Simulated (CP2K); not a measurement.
## In in CP2K: convergence with eps scf

Input of the first run (eps scf 1.0E-3); the others differ in this setting and in those tied to it:

in_converge.inp

```
&GLOBAL
  PROJECT in_converge
  RUN_TYPE ENERGY_FORCE
  PRINT_LEVEL LOW
&END GLOBAL
&FORCE_EVAL
  METHOD QS
  STRESS_TENSOR ANALYTICAL
  &DFT
    BASIS_SET_FILE_NAME BASIS_MOLOPT
    POTENTIAL_FILE_NAME GTH_POTENTIALS
    &MGRID
      CUTOFF 450
      REL_CUTOFF 60
      NGRIDS 5
    &END MGRID
    &QS
      METHOD GPW
      EPS_DEFAULT 1.0E-9
    &END QS
    &KPOINTS
      SCHEME MONKHORST-PACK 8 8 8
      GAMMA_CENTERED T
      SYMMETRY T
      SYMMETRY_BACKEND SPGLIB
    &END KPOINTS
    &SCF
      SCF_GUESS ATOMIC
      EPS_SCF 1.0E-3
      MAX_SCF 100
      ADDED_MOS 8
      CHOLESKY OFF
      EPS_EIGVAL 1.0E-7
      &DIAGONALIZATION ON
        ALGORITHM STANDARD
      &END DIAGONALIZATION
      &MIXING ON
        METHOD BROYDEN_MIXING
        ALPHA 0.4
        BETA 1.5
        NBUFFER 8
      &END MIXING
      &SMEAR ON
        METHOD FERMI_DIRAC
        ELECTRONIC_TEMPERATURE [K] 580.226
      &END SMEAR
    &END SCF
    &XC
      &XC_FUNCTIONAL
        &GGA_X_PBE_SOL
        &END GGA_X_PBE_SOL
        &GGA_C_PBE_SOL
        &END GGA_C_PBE_SOL
      &END XC_FUNCTIONAL
    &END XC
    &PRINT
      &KPOINTS ON
      &END KPOINTS
      &MULLIKEN ON
      &END MULLIKEN
      &MO ON
        ENERGIES T
        OCCUPATION_NUMBERS T
        &EACH
          QS_SCF 0
        &END EACH
        ADD_LAST NUMERIC
      &END MO
    &END PRINT
  &END DFT
  &SUBSYS
    &CELL
      A 3.2606293622 0.0000000000 0.0000000000
      B -1.0868764541 3.0741508439 0.0000000000
      C -1.0868764541 -1.5370754220 2.6622927259
      PERIODIC XYZ
    &END CELL
    &COORD
      In  0.0000000000 0.0000000000 0.0000000000
    &END COORD
    &KIND In
      BASIS_SET DZVP-MOLOPT-SR-GTH-q13
      POTENTIAL GTH-PBE-q13
    &END KIND
    &PRINT
      &ATOMIC_COORDINATES ON
      &END ATOMIC_COORDINATES
      &CELL ON
      &END CELL
      &SYMMETRY ON
      &END SYMMETRY
    &END PRINT
  &END SUBSYS
  &PRINT
    &FORCES ON
    &END FORCES
    &STRESS_TENSOR ON
    &END STRESS_TENSOR
  &END PRINT
&END FORCE_EVAL
```

Potentials or basis: GTH_POTENTIALS In GTH-PBE-q13; DZVP-MOLOPT-SR-GTH basis.

Run with:

```sh
$ OMP_NUM_THREADS=1 cp2k.psmp -i in_converge.inp -o in_converge.out
```

This isn't the form of In at room conditions, which is tetragonal.

Hardware: 1 thread of Intel(R) Xeon(R) Processor @ 2.50GHz (Skylake/Cascade Lake), on a shared host.

```tsv
eps scf	energy less the tightest run, at zero smearing (meV/atom)	SCF cycles	CPU time (s)	peak memory (GiB)
1.0E-3	0.00	5	57	0.28
1.0E-4	0.00	6	65	0.28
1.0E-5	0.00	9	85	0.28
1.0E-6	0.00	9	86	0.28
1.0E-7	0.00	11	99	0.28
1.0E-8	0.00	13	120	0.28
```

Against the tightest run, the energy stays within 1 meV/atom from 1.0E-3 on. The tightest run that finished is the yardstick and may itself not be fully converged.
